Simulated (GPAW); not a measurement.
The system is NaF (Villiaumite).

```
Na F
1.0
     0.00000    2.32000    2.32000
     2.32000    0.00000    2.32000
     2.32000    2.32000    0.00000
Na F
1 1
Direct
  0.00000 0.00000 0.00000
  0.50000 0.50000 0.50000
```

Program: GPAW 26.7.0. Alike in all runs: no spin polarisation; cell as given; k mesh 8 × 8 × 8; smearing fermi-dirac 0.05 eV.

Q: Order these runs on this cell by their band gap on the k mesh, lowest first.
A. level optPBE-vdW; potentials or basis GPAW PAW data sets (gpaw-data 1.2.1), pw; cutoff (eV) 800; maxiter 150; band path GXWKGLUWLK,UX; band points 100
B. level vdW-DF2; potentials or basis GPAW PAW data sets (gpaw-data 1.2.1), pw; cutoff (eV) 800; maxiter 150; band path GXWKGLUWLK,UX; band points 80
C. level GLLB-SC; potentials or basis the program's PAW data sets (release 1.2.1) made for this functional, pw; cutoff (eV) 650; maxiter 80
D. level M06-L; potentials or basis GPAW PAW data sets (gpaw-data 1.2.1), pw; cutoff (eV) 800; maxiter 150; band path GXWKGLUWLK,UX; band points 80

A: B (6.25 eV), A (6.50 eV), D (7.74 eV), C (8.68 eV).

Caveats: a model potential gives levels but no total energy (some runs).

A k mesh can miss the band edges.

Not every run made on this cell is shown here.
